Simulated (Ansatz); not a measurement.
LiCl in the NiAs structure, relaxed with r2SCAN in Ansatz. It is hexagonal, P6_3/mmc (No. 194); a = 3.575 Å, c = 6.024 Å in the conventional setting, 16.67 Å³ an atom. Li has 6 Cl at 2.56 Å; Cl has 6 Li at 2.56 Å.

The axes x, y and z are those of this cell:
```
CELL_PARAMETERS angstrom
3.57495 0.00000 0.00000
-1.78747 3.09600 0.00000
0.00000 0.00000 6.02408
ATOMIC_POSITIONS crystal
Li 0.00000 0.00000 0.00000
Li 0.00000 0.00000 0.50000
Cl 0.33333 0.66667 0.25000
Cl 0.66667 0.33333 0.75000
```

Unstrained: With PBE the valence top lies at Γ–M (0.17 of the way from Γ) and the conduction bottom at Γ, 6.349 eV higher; the smallest vertical gap, at Γ, is 6.353 eV. Least and direct gap differ so little that the kind isn't settled. r2SCAN gives an indirect gap of 7.249 eV, from Γ–M (0.14 of the way from Γ) to Γ; the least direct gap is 7.250 eV at Γ. Least and direct gap differ so little that the kind isn't settled. HSE06 gives an indirect gap of 7.748 eV, from Γ–M (0.14 of the way from Γ) to Γ; the least direct gap is 7.752 eV at Γ. Least and direct gap differ so little that the kind isn't settled. Meshes: PBE 12×12×4, r2SCAN 12×12×4, HSE06 6×6×4. Strains are changes of length per length. After each strain the atoms were relaxed again with r2SCAN within the symmetry that the strain leaves, so tilts or polar shifts that break it weren't tested; points keep the names that they have in the unstrained zone. The calculation is spin-unpolarised, and the structure need not be a phase that has been made.

Q: For epitaxial +0.71 % in the xy plane, how far does the free direction move, and what happens to the gap?

A: The normal strain at zero normal stress is -0.13 %, 0.18 of the in-plane strain with the sign turned. r2SCAN: the gap goes from 7.249 to 7.192 eV (-0.057 eV); the edges go from Γ–M (0.14) → Γ to Γ–M (0.15) → Γ. HSE06: the gap goes from 7.748 to 7.692 eV (-0.056 eV); the edges go from Γ–M (0.14) → Γ to Γ–M (0.15) → Γ.

Q: Apply isotropic +1.47 % on every length. How far does the gap move, against the unstrained cell?

A: r2SCAN: the gap goes from 7.249 to 6.983 eV (-0.266 eV). HSE06: the gap goes from 7.748 to 7.487 eV (-0.261 eV). The r2SCAN energy rises by 3.3 meV an atom.

Where an edge lies off the special points, it is a point of the mesh or the k point where a search put PBE's edge or least direct gap, reused for the other functionals, whose own edges may lie a little apart.

The meshes of the hybrids are coarse, so their gaps aren't converged to the digits shown.
